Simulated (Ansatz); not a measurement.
## P, fcc: how the functional moves the structure

All rows: Ansatz, plane waves with scalar-relativistic PAW, 420 eV (500 eV for the SCAN forms), relaxed under each functional, no dispersion correction, no zero-point motion. B₀ comes from uniform scaling at fixed shape; a dash is a value not given.

| functional | V (Å³/atom) | cell | B₀ (GPa) | magnetic state | ΔE to black phosphorus (meV/atom) |
| --- | --- | --- | --- | --- | --- |
| PBE | 14.55 | a = 3.875 Å | 95 | spin not included | 843 |
| r²SCAN | 14.64 | a = 3.883 Å | 93 | spin not included | 1101 |
| PBEsol | 13.94 | a = 3.821 Å | 105 | spin not included | 695 |
| revPBE | 14.71 | a = 3.889 Å | 92 | spin not included | 916 |
| RPBE | 14.77 | a = 3.895 Å | 91 | spin not included | 942 |
| BLYP | 16.77 | a = 4.063 Å | 67 | spin not included | 1187 |

Question: What does LDA give?

Answer: V (Å³/atom): 13.86; cell: a = 3.813 Å; B₀ (GPa): 106; magnetic state: spin not included; ΔE to black phosphorus (meV/atom): 710.
